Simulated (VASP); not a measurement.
The system is Al2O3.

```
CELL_PARAMETERS angstrom
3.01748 0.00000 0.00000
-1.50874 2.61322 0.00000
0.00000 0.00000 7.57464
ATOMIC_POSITIONS crystal
Al 0.00000 0.00000 0.72205
Al 0.00000 0.00000 0.27795
O 0.00000 0.00000 0.50000
O 0.66667 0.33333 0.80055
O 0.33333 0.66667 0.19945
```

Measurements of this composition are mostly on another form, of space group No. 167.

* Program: VASP 6.6.1
* Task: relaxation of cell and atoms
* Functional: LDA
* Potentials or basis: VASP PAW LDA potentials, release 64 (Al, O)
* Cutoff: 600 eV
* k mesh: 8 × 8 × 4
* Occupations: gaussian, width 0.02 eV
* Spin: no spin polarisation

At the start: pressure -7.8 GPa; volume 11.95 Å³/atom.

Where does the relaxation end?

Over 18 steps the energy falls by 15.6 meV/atom and the volume is 11.10 Å³/atom (-7.1 %); space group P-3m1 (No. 164, to 0.05 Å).

Step by step:
| step | energy change (eV) | largest force (eV/Å) | pressure (GPa) | volume (Å³) |
| --- | --- | --- | --- | --- |
| 1 | 0.0000 | 0.4306 | -7.77 | 59.73 |
| 2 | -0.0030 | 0.6522 | 8.62 | 54.86 |
| 3 | -0.0698 | 0.2533 | -0.13 | 57.19 |
| 4 | -0.0642 | 0.5746 | -0.15 | 56.93 |
| 5 | -0.0719 | 0.0950 | -0.18 | 57.10 |
| 6 | -0.0725 | 0.0545 | -0.04 | 57.00 |
| 7 | -0.0726 | 0.0392 | 0.02 | 56.93 |
| 8 | -0.0729 | 0.0380 | -0.06 | 56.91 |
| 9 | -0.0737 | 0.0382 | -0.36 | 56.84 |
| 10 | -0.0745 | 0.0641 | -0.99 | 56.69 |
| 11 | -0.0746 | 0.0626 | -0.97 | 56.68 |
| 12 | -0.0748 | 0.0600 | -0.94 | 56.63 |
| 13 | -0.0753 | 0.0550 | -0.81 | 56.52 |
| 14 | -0.0762 | 0.0436 | -0.68 | 56.32 |
| 15 | -0.0773 | 0.0446 | -0.33 | 55.91 |
| 16 | -0.0772 | 0.0561 | 0.44 | 55.10 |
| 17 | -0.0777 | 0.0533 | 0.03 | 55.54 |
| 18 | -0.0778 | 0.0089 | -0.04 | 55.51 |

Final structure:
```yaml
crystal:
  lattice:
    - [2.96564, 0.00000, 0.00000]
    - [-1.48282, 2.56832, 0.00000]
    - [0.00000, 0.00000, 7.28804]
  atoms:
    - { symbol: Al, position: [0.00000, 0.00000, 0.72819] }
    - { symbol: Al, position: [0.00000, 0.00000, 0.27181] }
    - { symbol: O, position: [0.00000, 0.00000, 0.50000] }
    - { symbol: O, position: [0.66667, 0.33333, 0.80806] }
    - { symbol: O, position: [0.33333, 0.66667, 0.19194] }
```
